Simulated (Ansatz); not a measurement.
**Relaxing In (bcc)**

Computed with Ansatz (plane waves, PAW, 420 eV cutoff): HSE06, scalar-relativistic, no spin polarisation, 8×8×8 k-mesh, Gaussian smearing of 0.05 eV. The datasets are Ansatz's generated set soft_2.

At room temperature and ambient pressure In takes another structure.

The start:

```
In
1.0
    -1.87004    1.87004    1.87004
     1.87004   -1.87004    1.87004
     1.87004    1.87004   -1.87004
In
1
Direct
  0.00000 0.00000 0.00000
```

The steps in volume:

```tsv
run	level	k-mesh	kind	V (Å³/atom)	P (GPa)	E − E(final) (meV/atom)	gap on the mesh (eV)
1	PBE	8×8×8	fixed cell	26.16	2.4	–	metal
2	PBE	8×8×8	fixed cell	26.58	1.8	–	metal
3	PBE	8×8×8	fixed cell	27.90	0.1	–	metal
4	HSE06	8×8×8	fixed cell	27.90	-1.0	2.9	metal
5	HSE06	8×8×8	fixed cell	27.71	-0.8	1.8	metal
6	HSE06	8×8×8	fixed cell	27.00	0.0	0.0	metal
```

The volume is at zero pressure for this level.

The final structure (symmetry read at 0.01 Å). It takes space group Im-3m (No. 229, cubic). The conventional cell has a = 3.780 Å, b = 3.780 Å, c = 3.780 Å, α = 90.00°, β = 90.00°, γ = 90.00°. Around In (site symmetry m-3m) lie 8 In at 3.27 Å. (Neighbours are counted to 15 % beyond the shortest distance.)

At the final geometry the gap, band path included, is zero (metallic). The runs in the table took roughly 2 core-minutes.

**What lies behind the numbers.**

The calculation's cell holds 13 valence electrons, an odd number. Without magnetic order each band takes two, so one stays part-filled and the crystal must be a metal.

Pressures of hybrids are less tightly converged. For a metal under a hybrid functional this mesh is coarse.
